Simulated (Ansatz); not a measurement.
# MgB2: stress in a strained cell

Aim: deform MgB2 (zz strain of +1 %) and compute stress, forces and field gradients with LAPW, PAW and all-electron datasets made for the crystal.

Method: DFT PBE, scalar-relativistic, in Ansatz 0.2.0.

## 1. The system as given

The structure is hexagonal, space group P6/mmm (No. 191). The conventional cell has a = 3.085 Å, b = 3.085 Å, c = 3.523 Å, α = 90.00°, β = 90.00°, γ = 120.00°. Around Mg (site symmetry 6/mmm) lie 12 B at 2.51 Å. B (site symmetry -6m2) is surrounded by 3 B at 1.78 Å and 6 Mg at 2.51 Å.

Structure file:

```cif
data_structure
_symmetry_space_group_name_H-M 'P6/mmm'
_symmetry_Int_Tables_number 191
_cell_length_a 3.0850
_cell_length_b 3.0850
_cell_length_c 3.5230
_cell_angle_alpha 90.000
_cell_angle_beta 90.000
_cell_angle_gamma 120.000
_cell_volume 29.04
loop_
_atom_site_label
_atom_site_type_symbol
_atom_site_symmetry_multiplicity
_atom_site_Wyckoff_symbol
_atom_site_fract_x
_atom_site_fract_y
_atom_site_fract_z
_atom_site_occupancy
Mg1 Mg 1 a 0.00000 0.00000 0.00000 1
B1 B 2 d 0.33333 0.66667 0.50000 1
```

The file gives the conventional cell by its symmetry; the runs use the cell typed in the input.

Atoms are numbered in the order of the input: Mg1, B2, B3.

## 2. After the deformation

Space group P6/mmm before, P6/mmm after.

## 3. LAPW, all electrons

File input.yaml:

```yaml
crystal:
  lattice:
    - [3.0850007055, 0.0, 0.0]
    - [-1.5425003528, 2.6716889817, 0.0]
    - [0.0, 0.0, 3.55823]
  atoms:
    - { symbol: Mg, position: [0.0, 0.0, 0.0] }
    - { symbol: B, position: [0.3333333333, 0.6666666667, 0.5] }
    - { symbol: B, position: [0.6666666667, 0.3333333333, 0.5] }
kpoints:
  mp_grid: { grid: [12, 12, 9] }
  band_path:
    path:
      - [0.0, 0.0, 0.0]
      - [0.5, 0.0, 0.0]
      - [0.3333333333, 0.3333333333, 0.0]
      - [0.0, 0.0, 0.0]
      - [0.0, 0.0, 0.5]
      - [0.5, 0.0, 0.5]
      - [0.3333333333, 0.3333333333, 0.5]
      - [0.0, 0.0, 0.5]
      - [0.5, 0.0, 0.5]
    npoints: 5
scf:
  occupations: { method: fermi_dirac, width: 0.05 }
hamiltonian:
  xc: pbe
  pseudopotentials: { kind: all_electron, lapw: { basis_error: 0.0005 } }
output:
  forces: true
  stress: true
  eigenvalues: true
```

Command:

```sh
> ansatz run input.yaml --threads 1 --pin off --max-ram 6144MiB --backend cpu --events-out ev --progress --plain --runs-dir out
```

## 4. PAW on the default files

File input.yaml:

```yaml
crystal:
  lattice:
    - [3.0850007055, 0.0, 0.0]
    - [-1.5425003528, 2.6716889817, 0.0]
    - [0.0, 0.0, 3.55823]
  atoms:
    - { symbol: Mg, position: [0.0, 0.0, 0.0] }
    - { symbol: B, position: [0.3333333333, 0.6666666667, 0.5] }
    - { symbol: B, position: [0.6666666667, 0.3333333333, 0.5] }
kpoints:
  mp_grid: { grid: [12, 12, 9] }
scf:
  occupations: { method: fermi_dirac, width: 0.05 }
hamiltonian:
  xc: pbe
  pseudopotentials: { kind: paw }
output:
  forces: true
  stress: true
  eigenvalues: true
  efg: { contact_densities: true }
```

## 5. All-electron PAW on datasets made for the crystal

input.yaml: that of step 4 with these lines changed.

```diff
@@ -15,3 +15,3 @@
   xc: pbe
-  pseudopotentials: { kind: paw }
+  pseudopotentials: { kind: all_electron, datasets: crystal }
 output:
```

(Steps that only read results are left out.)

**Question.** What will these runs give? Wanted: pressure; largest shear or deviatoric stress.

As calculated:

| quantity | value |
| --- | --- |
| pressure | LAPW -2.13, PAW -2.08, crystal datasets -2.13 GPa |
| largest shear or deviatoric stress (LAPW) | 1.09 GPa |

In words: The largest part of the stress beyond the pressure is 1.09 GPa in size, in the zz component; the atoms are carried along and not relaxed. No run of the undeformed cell stands beside it, so the pressure holds what the given cell had before the change. PAW: stress within 0.05 GPa of LAPW. Crystal datasets: stress within 0.01 GPa of LAPW.
